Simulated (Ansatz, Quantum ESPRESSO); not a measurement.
**TiO2 (anatase): bulk modulus from a few volumes**

How stiff is anatase TiO2 under hydrostatic load? Each row relaxes cell and atoms at a set pressure. The phase is followed to these pressures whether or not it stays the stable one.

Calculated with Quantum ESPRESSO 7.5, PBEsol, GBRV 1.5 ultrasoft potentials, cutoff 680 eV, Fermi–Dirac smearing 0.02 eV, k-mesh 10×10×10, no spin polarisation, no spin-orbit coupling.

Reference cell, relaxed at zero pressure with PBEsol (I4_1/amd): a = 5.4670 Å, b = 5.4670 Å, c = 5.4670 Å, α = 139.64°, β = 139.64°, γ = 58.40°.

```
atom       x       y       z
  Ti  0.0000  0.0000  0.0000
  Ti  0.7500  0.2500  0.5000
   O  0.2077  0.2077  0.0000
   O  0.9577  0.4577  0.5000
   O  0.5423  0.0423  0.5000
   O  0.7923  0.7923  0.0000
```

```csv
V (Å³/atom),V/V0,P (GPa),E − E0 (meV/atom)
11.5769,1.0230,−4.010,2.9
11.0158,0.9734,5.005,5.1
10.7367,0.9487,10.000,18.6
10.4771,0.9258,14.990,39.3
10.2341,0.9043,19.971,66.1
```

V0 = 11.3168 Å³ an atom, where the residual pressure P0 is −0.012 GPa. **Question.** Fit the Birch–Murnaghan law and give the pressure and the energy at V = 9.7982 Å³ an atom, a row left out above.

With the Eulerian strain f = ½[(V0/V)^(2/3) − 1] and F = (P − P0)/[3f(1 + 2f)^(5/2)], the third-order law is the line F = B0 + (3/2) B0 (B′ − 4) f.

| f | F (GPa) |
| --- | --- |
| 0.03467 | 162.48 |
| 0.02637 | 166.76 |
| 0.01785 | 171.25 |
| 0.00907 | 176.34 |
| −0.00752 | 184.12 |

A straight line through the 5 rows: the means are 0.01609 for f and 172.19 for F, Σ(Δx)² = 0.001061 and ΣΔxΔy = −0.5487, so the slope is −0.5487/0.001061 = −517.29 and the intercept 172.19 − (−517.29)(0.01609) = 180.51.

Hence B0 = 180.5 GPa and B′ = 4 + (−517.3)/(1.5 × 180.5) = 2.09. For the withheld volume f = 0.05041, F = 154.43 GPa and P = 29.68 GPa, an extrapolation past the fitted rows. The run itself gives 29.94 GPa, so the estimate misses by 0.26 GPa, more than the largest misfit of the fitted rows (0.01 GPa).

Integrating the same law gives E − E0 = (9/2) B0 V0 f²[1 + (B′ − 4) f] + P0(V0 − V), with 1 GPa Å³ = 6.2415 meV: 131.7 meV an atom. The run itself gives 134.4 meV, so the estimate misses by 2.7 meV, more than the largest misfit of the fitted rows (1.8 meV).

The same fit over all rows at other levels or in other programs gives B0 = 181 GPa with PBEsol (Ansatz) and 182 GPa with PBEsol (Quantum ESPRESSO, PseudoDojo).

Measured volume: 11.354 Å³ an atom (doi:10.1524/zkri.1972.136.3-4.273, 298.15 K), so V0 is −0.3 % off. A stiffness follows the volume as d ln B/d ln V = −B′, which moves B0 by about −1 % when it is taken at the measured volume.

The calculation is for a static lattice, while measurements hold thermal and zero-point motion.

[Logs are printed without paths, hosts, clocks, repeated set-up lines and the standing remarks that a program may print on its own settings, such as how far it seeks lower states.]
